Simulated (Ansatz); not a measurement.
## Relaxing mercury (alpha-Hg (rhombohedral))

These are results of DFT, PBEsol, plane waves (420 eV) with PAW, scalar-relativistic (Ansatz), not measurements. The PAW files were generated under PBE, with cores re-solved for the functional.

k-point mesh 11×11×11, Fermi-Dirac smearing 0.1 eV, no spin polarisation. Cell and atoms relax.

Starting structure:

```
Hg
1.0
     1.72900    0.99824    2.22800
    -1.72900    0.99824    2.22800
     0.00000   -1.99648    2.22800
Hg
1
Direct
  0.00000 0.00000 0.00000
```

Problem. What cell does the relaxation end in?

Solution. R-3m with a = 3.545 Å, c = 6.586 Å (c/a = 1.858); 23.89 Å³ per atom against 23.07 at the start (3.6 %).

Problem. How much energy does the relaxation gain?

Solution. 3.5 meV per atom.

Path of the relaxation (the plane waves are chosen anew near the end, which can shift the energy a little):

```tsv
step	E − E(final) (meV/atom)	V (Å³/atom)	P (GPa)	max force (eV/Å)
0	3.48	23.073	1.07	0.000
1	1.39	23.629	0.07	0.000
2	0.81	23.785	-0.07	0.000
3	0.18	23.892	0.01	0.000
4	0.00	23.892	0.00	0.000
```
